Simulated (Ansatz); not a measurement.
# MoP: relaxation of cell and atoms with RPBE+D4

The system is MoP.

```
Mo P
1.0
     3.22300    0.00000    0.00000
    -1.61150    2.79120    0.00000
     0.00000    0.00000    3.19100
Mo P
1 1
Direct
  0.00000 0.00000 0.00000
  0.33333 0.66667 0.50000
```

```yaml
Program: Ansatz 0.2.0
Task: relaxation of cell and atoms
Functional: RPBE
Dispersion: D4
Potentials_or_basis: Ansatz PAW
Cutoff: "420 eV (not typed: the program's choice for these potentials)"
k_mesh: 10 × 10 × 8
Occupations: fermi-dirac, width 0.05 eV
Spin: no spin polarisation
```

```yaml
Relaxed_volume: 13.91 Å³/atom
Relaxed_cell: a = 3.182 Å, b = 3.182 Å, c = 3.174 Å, α = 90.00°, β = 90.00°, γ = 120.00°
Space_group_after_relaxing_to_0.05_Å: P-6m2 (No. 187)
Energy_gained_by_relaxing: 10.0 meV/atom
Ionic_steps: 5
Pressure_after_relaxing: 0.0 GPa
```

The path:
| step | energy change (eV) | largest force (eV/Å) | volume (Å³) |
| --- | --- | --- | --- |
| 1 | 0.0000 | 0.0000 | 28.71 |
| 2 | -0.0133 | 0.0000 | 27.48 |
| 3 | -0.0202 | 0.0000 | 27.84 |
| 4 | -0.0202 | 0.0000 | 27.82 |
| 5 | -0.0199 | 0.0000 | 27.82 |

Final structure:
```
CELL_PARAMETERS angstrom
3.18169 0.00000 0.00000
-1.59084 2.75542 0.00000
0.00000 0.00000 3.17352
ATOMIC_POSITIONS crystal
Mo 0.00000 0.00000 0.00000
P 0.33333 0.66667 0.50000
```

It took 17 s on 2 threads of Intel(R) Xeon(R) Processor @ 2.50GHz (Skylake/Cascade Lake), on a shared host, peak memory 0.36 GiB.

Caveat: the plane-wave basis is chosen anew once the cell has moved, so the energies of steps on either side of that aren't comparable; the PAW data sets come from PBE, with cores solved anew for the run's functional, which leaves a small shift of forces and pressure.
